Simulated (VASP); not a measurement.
# NiSb (P6_3/mmc) in VASP: single point with PBE

Aim: the single point of NiSb with PBE.

All numbers are computed with VASP 6.6.1; they aren't measurements. Logs are shortened: lines on timing, memory, paths and dates and some standing lists are left out, and cuts for length are marked.

**1. Starting point**

The structure is hexagonal, space group P6_3/mmc (No. 194). Conventional cell: a = 3.975 Å, b = 3.975 Å, c = 5.160 Å, α = 90.00°, β = 90.00°, γ = 120.00°. Ni (site symmetry -3m) is surrounded by 2 Ni at 2.58 Å and 6 Sb at 2.63 Å. Around Sb (site symmetry -6m2) lie 6 Ni at 2.63 Å.

The cell is a database's computed one.

**2. Single point, PBE**

File INCAR:

```
PREC = Accurate
ENCUT = 520
EDIFF = 1E-6
ISMEAR = 0
SIGMA = 0.1
LREAL = F
LASPH = T
NELM = 100
ALGO = Fast
ISIF = 2
LWAVE = F
LCHARG = T
GGA = PE
LELF = T
LVHAR = T
NBANDS = 23
```

File KPOINTS:

```
Automatic mesh
0
Gamma
  15 15 10
```

File POSCAR:

```
NiSb
1.0
    3.9747648906      0.0000000000      0.0000000000
   -1.9873824453      3.4422473694      0.0000000000
    0.0000000000      0.0000000000      5.1599242384
Ni Sb
2 2
Direct
    0.0000000000      0.0000000000      0.0000000000
    0.0000000000      0.0000000000      0.5000000000
    0.3333333333      0.6666666667      0.2500000000
    0.6666666667      0.3333333333      0.7500000000
```

Potentials or basis: VASP PAW PBE potentials, release 64 (Ni, Sb).

Run with:

```
$ cat potpaw_PBE.64/Ni/POTCAR potpaw_PBE.64/Sb/POTCAR > POTCAR
$ mpirun -np 1 vasp_std > vasp.out
```

OUTCAR:

```text
PREC = Accurate
   ENCUT = 520
   EDIFF = 1E-6
   ISMEAR = 0
   LREAL = F
   LASPH = T
   NELM = 100
   ISIF = 2
   GGA = PE

 ion  position               nearest neighbor table
   1  0.000  0.000  0.000-   2 2.58   2 2.58   4 2.63   3 2.63   4 2.63   3 2.63   4 2.63   3 2.63

   2  0.000  0.000  0.500-   1 2.58   1 2.58   4 2.63   3 2.63   4 2.63   3 2.63   4 2.63   3 2.63

   3  0.333  0.667  0.250-   1 2.63   2 2.63   1 2.63   2 2.63   1 2.63   2 2.63   4 3.45   4 3.45
                             4 3.45   4 3.45   4 3.45   4 3.45
   4  0.667  0.333  0.750-   1 2.63   2 2.63   1 2.63   2 2.63   1 2.63   2 2.63   3 3.45   3 3.45
                             3 3.45   3 3.45   3 3.45   3 3.45

  LATTYP: Found a hexagonal cell.
 ALAT       =     3.9747648906
 C/A-ratio  =     1.2981709310

  Lattice vectors:

 A1 = (   3.9747648906,   0.0000000000,   0.0000000000)
 A2 = (  -1.9873824453,   3.4422473694,   0.0000000000)
 A3 = (   0.0000000000,   0.0000000000,   5.1599242384)

Analysis of symmetry for initial positions (statically):
=====================================================================
 Subroutine PRICEL returns:
 Original cell was already a primitive cell.

 Routine SETGRP: Setting up the symmetry group for a
 hexagonal supercell.

 Subroutine GETGRP returns: Found 24 space group operations
 (whereof 12 operations were pure point group operations)
 out of a pool of 24 trial point group operations.

The static configuration has the point symmetry D_3d.
 The point group associated with its full space group is D_6h.

Analysis of symmetry for dynamics (positions and initial velocities):
=====================================================================
 Subroutine PRICEL returns:
 Original cell was already a primitive cell.

 Routine SETGRP: Setting up the symmetry group for a
 hexagonal supercell.

 Subroutine GETGRP returns: Found 24 space group operations
 (whereof 12 operations were pure point group operations)
 out of a pool of 24 trial point group operations.

The dynamic configuration has the point symmetry D_3d.
 The point group associated with its full space group is D_6h.

 Subroutine INISYM returns: Found 24 space group operations
 (whereof 12 operations are pure point group operations),
 and found     1 'primitive' translations

----------------------------------------------------------------------------------------

                                     Primitive cell

  volume of cell :      70.5987

  direct lattice vectors                    reciprocal lattice vectors
     3.974764891  0.000000000  0.000000000     0.251587208  0.145253942  0.000000000
    -1.987382445  3.442247369  0.000000000     0.000000000  0.290507884  0.000000000
     0.000000000  0.000000000  5.159924238     0.000000000  0.000000000  0.193801295

  length of vectors
     3.974764891  3.974764891  5.159924238     0.290507884  0.290507884  0.193801295

  position of ions in fractional coordinates (direct lattice)
     0.000000000  0.000000000  0.000000000
     0.000000000  0.000000000  0.500000000
     0.333333333  0.666666667  0.250000000
     0.666666667  0.333333333  0.750000000

  ion indices of the primitive-cell ions
   primitive index   ion index
                 1           1
                 2           2
                 3           3
                 4           4

----------------------------------------------------------------------------------------

 KPOINTS: Automatic mesh

Automatic generation of k-mesh.
 Grid dimensions read from file:
 generate k-points for:   15   15   10

 Generating k-lattice:

  Cartesian coordinates                     Fractional coordinates (reciprocal lattice)
     0.016772481  0.009683596  0.000000000     0.066666667  0.000000000  0.000000000
     0.000000000  0.019367192  0.000000000     0.000000000  0.066666667  0.000000000
     0.000000000  0.000000000  0.019380130     0.000000000  0.000000000  0.100000000

  Length of vectors
     0.019367192  0.019367192  0.019380130

  Shift w.r.t. Gamma in fractional coordinates (k-lattice)
     0.000000000  0.000000000  0.000000000

 Subroutine IBZKPT returns following result:
 ===========================================

 Found    162 irreducible k-points:

 Following reciprocal coordinates:
            Coordinates               Weight
  0.000000  0.000000  0.000000      1.000000
  0.066667 -0.000000  0.000000      6.000000
  0.133333  0.000000  0.000000      6.000000
  0.200000  0.000000  0.000000      6.000000
  0.266667  0.000000  0.000000      6.000000
  0.333333 -0.000000  0.000000      6.000000
[... 16 lines left out ...]
  0.333333  0.200000  0.000000     12.000000
  0.400000  0.200000  0.000000      6.000000
 [... further k-points ...]
   k-points           NKPTS =    162   k-points in BZ     NKDIM =    162   number of bands    NBANDS=     23
   number of dos      NEDOS =    301   number of ions     NIONS =      4
   total plane-waves  NPLWV =  36000
   dimension x,y,z NGX =    30 NGY =   30 NGZ =   40
   dimension x,y,z NGXF=    60 NGYF=   60 NGZF=   80
   ions per type =               2   2
   NGX,Y,Z   is equivalent  to a cutoff of  12.55, 12.55, 12.89 a.u.
   NGXF,Y,Z  is equivalent  to a cutoff of  25.10, 25.10, 25.77 a.u.
 SYSTEM =  unknown system
   PREC   = accura    normal or accurate (medium, high low for compatibility)
   ISTART =      0    job   : 0-new  1-cont  2-samecut
   ICHARG =      2    charge: 1-file 2-atom 10-const
   ISPIN  =      1    spin polarized calculation?
   LNONCOLLINEAR =      F non collinear calculations
   LSORBIT =      F    spin-orbit coupling
   LASPH  =      T    aspherical Exc in radial PAW
   ENCUT  =  520.0 eV  38.22 Ry    6.18 a.u.   7.39  7.39  9.59*2*pi/ulx,y,z
   NELM   =    100;   NELMIN=  2; NELMDL= -5     # of ELM steps
   EDIFF  = 0.1E-05   stopping-criterion for ELM
   LREAL  =      F    real-space projection
   EDIFFG = 0.1E-04   stopping-criterion for IOM
   NSW    =      0    number of steps for IOM
   IBRION =     -1    ionic relax: 0-MD 1-quasi-New 2-CG
   NFREE  =      0    steps in history (QN), initial steepest desc. (CG)
   ISIF   =      2    stress and relaxation
   ISYM   =      2    0-nonsym 1-usesym 2-fastsym
   POTIM  = 0.5000    time-step for ionic-motion
   TEBEG  =    0.0;   TEEND  =   0.0 temperature during run
   PSTRESS=    0.0 pullay stress
   NELECT =      30.0000    total number of electrons
   NUPDOWN=      -1.0000    fix difference up-down
   EMIN   =  10.00;   EMAX   =-10.00  energy-range for DOS
   EFERMI =   0.00;   METHOD = LEGACY
   ISMEAR =     0;   SIGMA  =   0.10  broadening in eV -4-tet -1-fermi 0-gaus
   EFERMI_NEDOS =   21; number of points for ismear=-14 and -15
   IALGO  =     68    algorithm
   IMIX   =      4    mixing-type and parameters
     AMIX     =   0.40;   BMIX     =  1.00
     AMIX_MAG =   1.60;   BMIX_MAG =  1.00
  volume/ion in A,a.u.               =      17.65       119.11
  Fermi-wavevector in a.u.,A,eV,Ry     =   1.230787  2.325851 20.610610  1.514837
  Thomas-Fermi vector in A             =   2.365622
   LORBIT       =      0    0 simple, 1 ext, 2 COOP (PROOUT), +10 PAW based schemes
   GGA     = PE    functional components
   LHFCALC =     F    Hartree Fock is set to
   AEXX    =    0.0000 exact exchange contribution
   IVDW    =     0    specifies the selected vdW correction
   LEPSILON=     F    determine dielectric tensor
   LRPA    =     F    only Hartree local field effects (RPA)
 non-spin polarized calculation
 RMM-DIIS sequential band-by-band and
 Gauss-broadening in eV      SIGMA  =   0.10
  energy-cutoff  :      520.00
  volume of cell :       70.60
 maximum number of plane-waves:      1926
 NGX is ok and might be reduce to    30
   NGX = 15   NGY = 15   NGZ = 19

 number of electron      30.0000012 magnetization

 Free energy of the ion-electron system (eV)
  ---------------------------------------------------
  ext. energy  EPLUGINS =         0.00000000
  ---------------------------------------------------
  free energy    TOTEN  =       -20.31306802 eV

  energy without entropy =      -20.30140490  energy(sigma->0) =      -20.30723646

 E-fermi :   9.5928     XC(G=0): -11.3753

 val. band max:        9.5870695740   @ k =   0.4000   0.1333   0.0000
 cond. band min:       9.5932161486   @ k =   0.0000   0.0000   0.0000
 fundamental gap:      0.0061465746
 Fermi energy:         9.5928123540

 k-point     1 :       0.0000    0.0000    0.0000
  band No.  band energies     occupation
      1      -3.1357      2.00000
      2       1.2519      2.00000
      3       3.5600      2.00000
      4       5.8147      2.00000
      5       5.8147      2.00000
      6       6.5719      2.00000
[... 15 lines left out ...]
     22      15.9340      0.00000
     23      17.4369      0.00000

 k-point     2 :       0.0667   -0.0000    0.0000
  band No.  band energies     occupation
      1      -3.0816      2.00000
      2       1.2487      2.00000
      3       3.6212      2.00000
      4       5.8041      2.00000
      5       5.8262      2.00000
      6       6.5524      2.00000
[... 15 lines left out ...]
     22      16.0211      0.00000
     23      16.9647      0.00000

 k-point     3 :       0.1333    0.0000    0.0000
  band No.  band energies     occupation
      1      -2.9202      2.00000
      2       1.2329      2.00000
      3       3.8034      2.00000
      4       5.7552      2.00000
      5       5.8600      2.00000
      6       6.4718      2.00000
[... 15 lines left out ...]
     22      16.3016      0.00000
     23      16.3578      0.00000
[... 495 lines left out ...]
 k-point    23 :       0.3333    0.2000    0.0000
  band No.  band energies     occupation
      1      -0.8001      2.00000
      2       0.3407      2.00000
      3       3.6007      2.00000
      4       5.3977      2.00000
      5       5.6885      2.00000
      6       6.0898      2.00000
[... 15 lines left out ...]
     22      18.0418      0.00000
     23      18.7060      0.00000

 k-point    24 :       0.4000    0.2000    0.0000
  band No.  band energies     occupation
      1      -0.4924      2.00000
      2       0.0926      2.00000
      3       3.4453      2.00000
      4       5.4274      2.00000
      5       5.6356      2.00000
      6       6.4407      2.00000
[... 15 lines left out ...]
     22      18.3702      0.00000
     23      18.7554      0.00000

 [... further k-points ...]

------------------------ aborting loop because EDIFF is reached ----------------------------------------

  FORCE on cell =-STRESS in cart. coord.  units (eV):
  Direction    XX          YY          ZZ          XY          YZ          ZX
  --------------------------------------------------------------------------------------
  -------------------------------------------------------------------------------------
  Total       -0.1499369     -0.1499369     -0.0768910      0.0000000      0.0000000      0.0000000
  in kB       -3.4026883     -3.4026883     -1.7449741      0.0000000      0.0000000      0.0000000
  external PRESSURE =      -2.8501169 kB  Pullay stress =       0.0000000 kB

 VOLUME and BASIS-vectors are now :
 -----------------------------------------------------------------------------
  energy-cutoff  :      520.00
  volume of cell :       70.60
      direct lattice vectors                 reciprocal lattice vectors
     3.974764891  0.000000000  0.000000000     0.251587208  0.145253942  0.000000000
    -1.987382445  3.442247369  0.000000000     0.000000000  0.290507884  0.000000000
     0.000000000  0.000000000  5.159924238     0.000000000  0.000000000  0.193801295

 POSITION                                       TOTAL-FORCE (eV/Angst)
 -----------------------------------------------------------------------------------
      0.00000      0.00000      0.00000         0.000000     -0.000000     -0.000000
      0.00000      0.00000      2.57996         0.000000     -0.000000     -0.000000
     -0.00000      2.29483      1.28998        -0.000000     -0.000000     -0.000000
      1.98738      1.14742      3.86994         0.000000      0.000000      0.000000
 -----------------------------------------------------------------------------------
    total drift:                                0.000000      0.000000     -0.000000

  FREE ENERGIE OF THE ION-ELECTRON SYSTEM (eV)
  ---------------------------------------------------
  free  energy   TOTEN  =       -20.3130680151 eV

  energy  without entropy=      -20.3014049050  energy(sigma->0) =      -20.30723646
```

Run time: 5.1 min. Hardware: 1 thread of Intel Xeon Platinum 8259CL at 2.50GHz (Skylake/Cascade Lake), shared host; peak memory 0.36 GiB.

What came out:

```yaml
Free_energy: -20.3131 eV
Pressure: -0.3 GPa
Band_gap_on_the_k_mesh: none (metal or under the smearing width)
```
